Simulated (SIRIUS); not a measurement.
# Hf (Pm-3m) in SIRIUS: further runs, part 2 of 3

SIRIUS 7.12.0. Earlier steps stand in the parts before.

### 4 Equation of state, BLYP, 24.24 Å³/atom (volume scaled by 0.98)

Input file sirius.json:

```json
{
  "control": {
    "processing_unit": "cpu",
    "std_evp_solver_name": "lapack",
    "gen_evp_solver_name": "lapack",
    "verbosity": 2,
    "print_forces": false,
    "ortho_rf": true,
    "use_second_variation": true,
    "rmt_max": 3.0,
    "num_bands_to_print": 21,
    "save_wf": true
  },
  "parameters": {
    "electronic_structure_method": "full_potential_lapwlo",
    "xc_functionals": ["XC_GGA_X_B88", "XC_GGA_C_LYP"],
    "core_relativity": "dirac",
    "valence_relativity": "iora",
    "num_fv_states": 21,
    "smearing": "fermi_dirac",
    "smearing_width": 0.0018374661,
    "pw_cutoff": 20,
    "gk_cutoff": 3.47,
    "lmax_apw": 11,
    "lmax_rho": 8,
    "lmax_pot": 8,
    "num_mag_dims": 0,
    "auto_rmt": 0,
    "ngridk": [9, 9, 9],
    "shiftk": [0, 0, 0],
    "num_dft_iter": 80,
    "energy_tol": 1e-07,
    "density_tol": 1e-05,
    "use_symmetry": true
  },
  "settings": {"tol_ne": 1e-10},
  "iterative_solver": {"type": "exact"},
  "mixer": {"type": "anderson", "beta": 0.5, "max_history": 8},
  "unit_cell": {
    "lattice_vectors": [[5.4693467127, 0.0, 0.0], [0.0, 5.4693467127, 0.0], [0.0, 0.0, 5.4693467127]],
    "atom_types": ["Hf"],
    "atom_files": {"Hf": "Hf.json"},
    "atoms": {"Hf": [[0.5, 0.5, 0.5]]}
  }
}
```

Input file Hf.json:

```json
{
  "name": "hafnium",
  "symbol": "Hf",
  "number": 72,
  "mass": 178.49,
  "rmin": 1e-06,
  "rmt": 2.65,
  "nrmt": 800,
  "rinf": 17.22,
  "core": "1s2s2p3s3p3d4s4p4d",
  "valence": [
    {"basis": [{"enu": 0.09, "dme": 0, "n": 0, "auto": 0}, {"enu": 0.09, "dme": 1, "n": 0, "auto": 0}]},
    {"l": 0, "n": 1, "basis": [{"enu": 0.19, "dme": 0, "n": 0, "auto": 0}]},
    {"l": 1, "n": 2, "basis": [{"enu": 0.19, "dme": 0, "n": 0, "auto": 0}]},
    {"l": 2, "n": 3, "basis": [{"enu": 0.19, "dme": 0, "n": 0, "auto": 0}]},
    {"l": 3, "n": 4, "basis": [{"enu": 0.19, "dme": 0, "n": 0, "auto": 0}]},
    {"l": 4, "n": 5, "basis": [{"enu": 0.19, "dme": 0, "n": 0, "auto": 0}]}
  ],
  "lo": [
    {"l": 0, "basis": [{"enu": 0.19, "dme": 0, "n": 0, "auto": 0}, {"enu": 0.19, "dme": 1, "n": 0, "auto": 0}]},
    {
      "l": 0,
      "basis": [{"enu": -2.1607, "dme": 0, "n": 5, "auto": 1}, {"enu": -2.1607, "dme": 1, "n": 5, "auto": 1}]
    },
    {
      "l": 0,
      "basis": [{"enu": -2.1607, "dme": 1, "n": 5, "auto": 1}, {"enu": 0.19, "dme": 0, "n": 0, "auto": 0}]
    },
    {"l": 0, "basis": [{"enu": 0.19, "dme": 0, "n": 0, "auto": 0}, {"enu": 2.4684, "dme": 0, "n": 0, "auto": 0}]},
    {"l": 1, "basis": [{"enu": 0.19, "dme": 0, "n": 0, "auto": 0}, {"enu": 0.19, "dme": 1, "n": 0, "auto": 0}]},
    {
      "l": 1,
      "basis": [{"enu": -1.013, "dme": 0, "n": 5, "auto": 1}, {"enu": -1.013, "dme": 1, "n": 5, "auto": 1}]
    },
    {"l": 1, "basis": [{"enu": -1.013, "dme": 1, "n": 5, "auto": 1}, {"enu": 0.19, "dme": 0, "n": 0, "auto": 0}]},
    {"l": 1, "basis": [{"enu": 0.19, "dme": 0, "n": 0, "auto": 0}, {"enu": 2.8101, "dme": 0, "n": 0, "auto": 0}]},
    {"l": 2, "basis": [{"enu": 0.19, "dme": 0, "n": 0, "auto": 0}, {"enu": 0.19, "dme": 1, "n": 0, "auto": 0}]},
    {"l": 2, "basis": [{"enu": 0.19, "dme": 1, "n": 0, "auto": 0}, {"enu": 0.19, "dme": 2, "n": 0, "auto": 0}]},
    {"l": 2, "basis": [{"enu": 0.19, "dme": 0, "n": 0, "auto": 0}, {"enu": 2.4114, "dme": 0, "n": 0, "auto": 0}]},
    {"l": 3, "basis": [{"enu": 0.19, "dme": 0, "n": 0, "auto": 0}, {"enu": 0.19, "dme": 1, "n": 0, "auto": 0}]},
    {
      "l": 3,
      "basis": [{"enu": -0.3373, "dme": 0, "n": 4, "auto": 1}, {"enu": -0.3373, "dme": 1, "n": 4, "auto": 1}]
    },
    {
      "l": 3,
      "basis": [{"enu": -0.3373, "dme": 1, "n": 4, "auto": 1}, {"enu": 0.19, "dme": 0, "n": 0, "auto": 0}]
    },
    {"l": 3, "basis": [{"enu": 0.19, "dme": 0, "n": 0, "auto": 0}, {"enu": 3.4937, "dme": 0, "n": 0, "auto": 0}]},
    {"l": 4, "basis": [{"enu": 0.19, "dme": 0, "n": 0, "auto": 0}, {"enu": 0.19, "dme": 1, "n": 0, "auto": 0}]},
    {"l": 4, "basis": [{"enu": 0.19, "dme": 0, "n": 0, "auto": 0}, {"enu": 2.9241, "dme": 0, "n": 0, "auto": 0}]}
  ],
  "free_atom": [... radial grid and density of the free atom, the start of the SCF ...]
}
```

Input file sirius_start.json:

```json
{
  "control": {
    "processing_unit": "cpu",
    "std_evp_solver_name": "lapack",
    "gen_evp_solver_name": "lapack",
    "verbosity": 1,
    "print_forces": false,
    "ortho_rf": true,
    "use_second_variation": true,
    "rmt_max": 3.0,
    "num_bands_to_print": 21,
    "save_wf": false
  },
  "parameters": {
    "electronic_structure_method": "full_potential_lapwlo",
    "xc_functionals": ["XC_LDA_X", "XC_LDA_C_PW"],
    "core_relativity": "dirac",
    "valence_relativity": "iora",
    "num_fv_states": 21,
    "smearing": "fermi_dirac",
    "smearing_width": 0.0055123983,
    "pw_cutoff": 20,
    "gk_cutoff": 2.78,
    "lmax_apw": 11,
    "lmax_rho": 8,
    "lmax_pot": 8,
    "num_mag_dims": 0,
    "auto_rmt": 0,
    "ngridk": [4, 4, 4],
    "shiftk": [0, 0, 0],
    "num_dft_iter": 30,
    "energy_tol": 0.01,
    "density_tol": 0.05,
    "use_symmetry": true
  },
  "settings": {"tol_ne": 1e-10},
  "iterative_solver": {"type": "exact"},
  "mixer": {"type": "anderson", "beta": 0.5, "max_history": 8},
  "unit_cell": {
    "lattice_vectors": [[5.4693467127, 0.0, 0.0], [0.0, 5.4693467127, 0.0], [0.0, 0.0, 5.4693467127]],
    "atom_types": ["Hf"],
    "atom_files": {"Hf": "Hf.json"},
    "atoms": {"Hf": [[0.5, 0.5, 0.5]]}
  }
}
```

Run with:

```console
OMP_NUM_THREADS=1 sirius.scf --input=sirius_start.json --output=start.json
OMP_NUM_THREADS=1 sirius.scf --input=sirius.json --output=output.json --task=1
```

Run time: 33 s. Hardware: 1 thread of Arm Neoverse V2, shared host; peak memory 0.34 GiB.

Results (log left out):

```
Free energy                                       : -410856.1090 eV
Band gap on the k mesh                            : none (metal or under the smearing width)
All electrons inside the program's atomic spheres : Hf 70.22 (radii Hf 2.65 bohr)
```

### 5 Equation of state, BLYP, 24.74 Å³/atom

sirius.json, as its differences from that of step 4:

```diff
@@ -39,3 +39,3 @@
   "unit_cell": {
-    "lattice_vectors": [[5.4693467127, 0.0, 0.0], [0.0, 5.4693467127, 0.0], [0.0, 0.0, 5.4693467127]],
+    "lattice_vectors": [[5.5063028792, 0.0, 0.0], [0.0, 5.5063028792, 0.0], [0.0, 0.0, 5.5063028792]],
     "atom_types": ["Hf"],
```

Input file Hf.json:

```json
{
  "name": "hafnium",
  "symbol": "Hf",
  "number": 72,
  "mass": 178.49,
  "rmin": 1e-06,
  "rmt": 2.65,
  "nrmt": 800,
  "rinf": 17.22,
  "core": "1s2s2p3s3p3d4s4p4d",
  "valence": [
    {"basis": [{"enu": 0.08, "dme": 0, "n": 0, "auto": 0}, {"enu": 0.08, "dme": 1, "n": 0, "auto": 0}]},
    {"l": 0, "n": 1, "basis": [{"enu": 0.18, "dme": 0, "n": 0, "auto": 0}]},
    {"l": 1, "n": 2, "basis": [{"enu": 0.18, "dme": 0, "n": 0, "auto": 0}]},
    {"l": 2, "n": 3, "basis": [{"enu": 0.18, "dme": 0, "n": 0, "auto": 0}]},
    {"l": 3, "n": 4, "basis": [{"enu": 0.18, "dme": 0, "n": 0, "auto": 0}]},
    {"l": 4, "n": 5, "basis": [{"enu": 0.18, "dme": 0, "n": 0, "auto": 0}]}
  ],
  "lo": [
    {"l": 0, "basis": [{"enu": 0.18, "dme": 0, "n": 0, "auto": 0}, {"enu": 0.18, "dme": 1, "n": 0, "auto": 0}]},
    {
      "l": 0,
      "basis": [{"enu": -2.1707, "dme": 0, "n": 5, "auto": 1}, {"enu": -2.1707, "dme": 1, "n": 5, "auto": 1}]
    },
    {
      "l": 0,
      "basis": [{"enu": -2.1707, "dme": 1, "n": 5, "auto": 1}, {"enu": 0.18, "dme": 0, "n": 0, "auto": 0}]
    },
    {"l": 0, "basis": [{"enu": 0.18, "dme": 0, "n": 0, "auto": 0}, {"enu": 2.4584, "dme": 0, "n": 0, "auto": 0}]},
    {"l": 1, "basis": [{"enu": 0.18, "dme": 0, "n": 0, "auto": 0}, {"enu": 0.18, "dme": 1, "n": 0, "auto": 0}]},
    {
      "l": 1,
      "basis": [{"enu": -1.023, "dme": 0, "n": 5, "auto": 1}, {"enu": -1.023, "dme": 1, "n": 5, "auto": 1}]
    },
    {"l": 1, "basis": [{"enu": -1.023, "dme": 1, "n": 5, "auto": 1}, {"enu": 0.18, "dme": 0, "n": 0, "auto": 0}]},
    {"l": 1, "basis": [{"enu": 0.18, "dme": 0, "n": 0, "auto": 0}, {"enu": 2.8001, "dme": 0, "n": 0, "auto": 0}]},
    {"l": 2, "basis": [{"enu": 0.18, "dme": 0, "n": 0, "auto": 0}, {"enu": 0.18, "dme": 1, "n": 0, "auto": 0}]},
    {"l": 2, "basis": [{"enu": 0.18, "dme": 1, "n": 0, "auto": 0}, {"enu": 0.18, "dme": 2, "n": 0, "auto": 0}]},
    {"l": 2, "basis": [{"enu": 0.18, "dme": 0, "n": 0, "auto": 0}, {"enu": 2.4014, "dme": 0, "n": 0, "auto": 0}]},
    {"l": 3, "basis": [{"enu": 0.18, "dme": 0, "n": 0, "auto": 0}, {"enu": 0.18, "dme": 1, "n": 0, "auto": 0}]},
    {
      "l": 3,
      "basis": [{"enu": -0.3473, "dme": 0, "n": 4, "auto": 1}, {"enu": -0.3473, "dme": 1, "n": 4, "auto": 1}]
    },
    {
      "l": 3,
      "basis": [{"enu": -0.3473, "dme": 1, "n": 4, "auto": 1}, {"enu": 0.18, "dme": 0, "n": 0, "auto": 0}]
    },
    {"l": 3, "basis": [{"enu": 0.18, "dme": 0, "n": 0, "auto": 0}, {"enu": 3.4837, "dme": 0, "n": 0, "auto": 0}]},
    {"l": 4, "basis": [{"enu": 0.18, "dme": 0, "n": 0, "auto": 0}, {"enu": 0.18, "dme": 1, "n": 0, "auto": 0}]},
    {"l": 4, "basis": [{"enu": 0.18, "dme": 0, "n": 0, "auto": 0}, {"enu": 2.9141, "dme": 0, "n": 0, "auto": 0}]}
  ],
  "free_atom": [... radial grid and density of the free atom, the start of the SCF ...]
}
```

sirius_start.json, as its differences from that of step 4:

```diff
@@ -39,3 +39,3 @@
   "unit_cell": {
-    "lattice_vectors": [[5.4693467127, 0.0, 0.0], [0.0, 5.4693467127, 0.0], [0.0, 0.0, 5.4693467127]],
+    "lattice_vectors": [[5.5063028792, 0.0, 0.0], [0.0, 5.5063028792, 0.0], [0.0, 0.0, 5.5063028792]],
     "atom_types": ["Hf"],
```

Run with:

```console
OMP_NUM_THREADS=1 sirius.scf --input=sirius_start.json --output=start.json
OMP_NUM_THREADS=1 sirius.scf --input=sirius.json --output=output.json --task=1
```

Wall time 33 s (1 thread of Arm Neoverse V2, shared host); peak memory 0.34 GiB.

It converged, with:

| Property | Result |
| --- | --- |
| Free energy | -410856.1209 eV |
| Band gap on the k mesh | none (metal or under the smearing width) |
| All electrons inside the program's atomic spheres | Hf 70.18 (radii Hf 2.65 bohr) |

### 6 Equation of state, BLYP, 25.23 Å³/atom (volume scaled by 1.02)

sirius.json, as its differences from that of step 5:

```diff
@@ -39,3 +39,3 @@
   "unit_cell": {
-    "lattice_vectors": [[5.5063028792, 0.0, 0.0], [0.0, 5.5063028792, 0.0], [0.0, 0.0, 5.5063028792]],
+    "lattice_vectors": [[5.5427695238, 0.0, 0.0], [0.0, 5.5427695238, 0.0], [0.0, 0.0, 5.5427695238]],
     "atom_types": ["Hf"],
```

Input file Hf.json:

```json
{
  "name": "hafnium",
  "symbol": "Hf",
  "number": 72,
  "mass": 178.49,
  "rmin": 1e-06,
  "rmt": 2.65,
  "nrmt": 800,
  "rinf": 17.22,
  "core": "1s2s2p3s3p3d4s4p4d",
  "valence": [
    {"basis": [{"enu": 0.07, "dme": 0, "n": 0, "auto": 0}, {"enu": 0.07, "dme": 1, "n": 0, "auto": 0}]},
    {"l": 0, "n": 1, "basis": [{"enu": 0.17, "dme": 0, "n": 0, "auto": 0}]},
    {"l": 1, "n": 2, "basis": [{"enu": 0.17, "dme": 0, "n": 0, "auto": 0}]},
    {"l": 2, "n": 3, "basis": [{"enu": 0.17, "dme": 0, "n": 0, "auto": 0}]},
    {"l": 3, "n": 4, "basis": [{"enu": 0.17, "dme": 0, "n": 0, "auto": 0}]},
    {"l": 4, "n": 5, "basis": [{"enu": 0.17, "dme": 0, "n": 0, "auto": 0}]}
  ],
  "lo": [
    {"l": 0, "basis": [{"enu": 0.17, "dme": 0, "n": 0, "auto": 0}, {"enu": 0.17, "dme": 1, "n": 0, "auto": 0}]},
    {
      "l": 0,
      "basis": [{"enu": -2.1807, "dme": 0, "n": 5, "auto": 1}, {"enu": -2.1807, "dme": 1, "n": 5, "auto": 1}]
    },
    {
      "l": 0,
      "basis": [{"enu": -2.1807, "dme": 1, "n": 5, "auto": 1}, {"enu": 0.17, "dme": 0, "n": 0, "auto": 0}]
    },
    {"l": 0, "basis": [{"enu": 0.17, "dme": 0, "n": 0, "auto": 0}, {"enu": 2.4484, "dme": 0, "n": 0, "auto": 0}]},
    {"l": 1, "basis": [{"enu": 0.17, "dme": 0, "n": 0, "auto": 0}, {"enu": 0.17, "dme": 1, "n": 0, "auto": 0}]},
    {
      "l": 1,
      "basis": [{"enu": -1.033, "dme": 0, "n": 5, "auto": 1}, {"enu": -1.033, "dme": 1, "n": 5, "auto": 1}]
    },
    {"l": 1, "basis": [{"enu": -1.033, "dme": 1, "n": 5, "auto": 1}, {"enu": 0.17, "dme": 0, "n": 0, "auto": 0}]},
    {"l": 1, "basis": [{"enu": 0.17, "dme": 0, "n": 0, "auto": 0}, {"enu": 2.7901, "dme": 0, "n": 0, "auto": 0}]},
    {"l": 2, "basis": [{"enu": 0.17, "dme": 0, "n": 0, "auto": 0}, {"enu": 0.17, "dme": 1, "n": 0, "auto": 0}]},
    {"l": 2, "basis": [{"enu": 0.17, "dme": 1, "n": 0, "auto": 0}, {"enu": 0.17, "dme": 2, "n": 0, "auto": 0}]},
    {"l": 2, "basis": [{"enu": 0.17, "dme": 0, "n": 0, "auto": 0}, {"enu": 2.3914, "dme": 0, "n": 0, "auto": 0}]},
    {"l": 3, "basis": [{"enu": 0.17, "dme": 0, "n": 0, "auto": 0}, {"enu": 0.17, "dme": 1, "n": 0, "auto": 0}]},
    {
      "l": 3,
      "basis": [{"enu": -0.3573, "dme": 0, "n": 4, "auto": 1}, {"enu": -0.3573, "dme": 1, "n": 4, "auto": 1}]
    },
    {
      "l": 3,
      "basis": [{"enu": -0.3573, "dme": 1, "n": 4, "auto": 1}, {"enu": 0.17, "dme": 0, "n": 0, "auto": 0}]
    },
    {"l": 3, "basis": [{"enu": 0.17, "dme": 0, "n": 0, "auto": 0}, {"enu": 3.4737, "dme": 0, "n": 0, "auto": 0}]},
    {"l": 4, "basis": [{"enu": 0.17, "dme": 0, "n": 0, "auto": 0}, {"enu": 0.17, "dme": 1, "n": 0, "auto": 0}]},
    {"l": 4, "basis": [{"enu": 0.17, "dme": 0, "n": 0, "auto": 0}, {"enu": 2.9041, "dme": 0, "n": 0, "auto": 0}]}
  ],
  "free_atom": [... radial grid and density of the free atom, the start of the SCF ...]
}
```

sirius_start.json, as its differences from that of step 5:

```diff
@@ -39,3 +39,3 @@
   "unit_cell": {
-    "lattice_vectors": [[5.5063028792, 0.0, 0.0], [0.0, 5.5063028792, 0.0], [0.0, 0.0, 5.5063028792]],
+    "lattice_vectors": [[5.5427695238, 0.0, 0.0], [0.0, 5.5427695238, 0.0], [0.0, 0.0, 5.5427695238]],
     "atom_types": ["Hf"],
```

Potentials or basis: all-electron FP-LAPW, apw+lo standard.

Run with:

```console
OMP_NUM_THREADS=1 sirius.scf --input=sirius_start.json --output=start.json
OMP_NUM_THREADS=1 sirius.scf --input=sirius.json --output=output.json --task=1
```

It took 33 s on 1 thread of Arm Neoverse V2, shared host; peak memory 0.34 GiB.

It converged, with:

```
Free energy                                       : -410856.1276 eV
Band gap on the k mesh                            : none (metal or under the smearing width)
All electrons inside the program's atomic spheres : Hf 70.15 (radii Hf 2.65 bohr)
```

### 7 Equation of state, BLYP, 25.73 Å³/atom (volume scaled by 1.04)

sirius.json, as its differences from that of step 6:

```diff
@@ -39,3 +39,3 @@
   "unit_cell": {
-    "lattice_vectors": [[5.5427695238, 0.0, 0.0], [0.0, 5.5427695238, 0.0], [0.0, 0.0, 5.5427695238]],
+    "lattice_vectors": [[5.5787625423, 0.0, 0.0], [0.0, 5.5787625423, 0.0], [0.0, 0.0, 5.5787625423]],
     "atom_types": ["Hf"],
```

Hf.json is that of step 6.

sirius_start.json, as its differences from that of step 6:

```diff
@@ -39,3 +39,3 @@
   "unit_cell": {
-    "lattice_vectors": [[5.5427695238, 0.0, 0.0], [0.0, 5.5427695238, 0.0], [0.0, 0.0, 5.5427695238]],
+    "lattice_vectors": [[5.5787625423, 0.0, 0.0], [0.0, 5.5787625423, 0.0], [0.0, 0.0, 5.5787625423]],
     "atom_types": ["Hf"],
```

Run with:

```console
OMP_NUM_THREADS=1 sirius.scf --input=sirius_start.json --output=start.json
OMP_NUM_THREADS=1 sirius.scf --input=sirius.json --output=output.json --task=1
```

Wall time 33 s (1 thread of Arm Neoverse V2, shared host); peak memory 0.34 GiB.

The run converged. Its results:

```
Free energy                                       : -410856.1294 eV
Band gap on the k mesh                            : none (metal or under the smearing width)
All electrons inside the program's atomic spheres : Hf 70.13 (radii Hf 2.65 bohr)
```

[end of part 2 of 3]
